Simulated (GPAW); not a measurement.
Here is a GPAW 26.7.0 calculation.

File run.py:

```python
import json
import numpy as np
from ase import Atoms
from ase.dft.bandgap import bandgap
from ase.io import write
from gpaw import GPAW, PW
from gpaw.response.g0w0 import G0W0

atoms = Atoms(['P', 'B'],
              cell=[[0.0, 2.269, 2.269],
                    [2.269, 0.0, 2.269],
                    [2.269, 2.269, 0.0]],
              scaled_positions=[[0.75, 0.75, 0.75],
                                [0.0, 0.0, 0.0]],
              pbc=True)

calc = GPAW(mode=PW(600),
            xc='PBE',
            kpts={'size': (6, 6, 6), 'gamma': True},
            occupations={'name': 'fermi-dirac', 'width': 0.001},
            nbands=11,
            convergence={'density': 1e-06},
            maxiter=150,
            txt='gpaw.txt')
atoms.calc = calc
energy = atoms.get_potential_energy()
calc.write('gs.gpw')
write('result.traj', atoms)
print(f'Energy: {energy:.6f} eV')
print('Fermi level:', round(calc.get_fermi_level(), 4), 'eV')
print(f'Gap: {bandgap(calc)[0]:.4f} eV, direct: {bandgap(calc, direct=True)[0]:.4f} eV')

calc.diagonalize_full_hamiltonian(nbands=101)
calc.write('full.gpw', mode='all')

ibz = calc.get_ibz_k_points()
gap, vbm, cbm = bandgap(calc, output=None)
gap, direct, _ = bandgap(calc, direct=True, output=None)
gamma = int(np.abs(ibz).sum(1).argmin())
kpts = sorted({gamma, vbm[1], cbm[1], direct[1]})
gw = G0W0(calc='full.gpw',
          filename='gw',
          ecut=150,
          ecut_extrapolation=True,
          relbands=(-2, 2),
          kpts=kpts,
          integrate_gamma='WS',
          ppa=True)
gw.calculate()
results = {mode: {key: np.asarray(r[key]).tolist() for key in ['f', 'eps', 'vxc', 'exx', 'sigma', 'Z', 'qp', 'sigma_eskn']}
           for mode, r in gw.all_results.items()}
json.dump({'kpts': ibz[kpts].tolist(), 'results': results}, open('gw.json', 'w'))
for mode, r in results.items():
    f, qp = np.array(r['f']), np.array(r['qp'])
    print(mode, 'quasiparticle energies (eV):')
    print(qp.round(3))
    print(mode, 'gap:', round(qp[f < 0.5].min() - qp[f > 0.5].max(), 4), 'eV')
```

Potentials or basis: GPAW PAW data sets (gpaw-data 1.2.1), pw.

The run is started by

```sh
$ OMP_NUM_THREADS=1 python run.py
```

(1) What does it give for the quasiparticle gap?

(2) What does it give for the least direct quasiparticle gap?

(3) Estimate the band gap on the k mesh, mean-field level.

## Answers

(1) 2.08 eV.

(2) 4.37 eV.

(3) 1.34 eV, indirect (least direct gap 3.40 eV).

Caveat: the k mesh is coarse; the quasiparticle gap is taken among the few k points that were corrected; the long-wavelength limit can be off by a per cent or two.
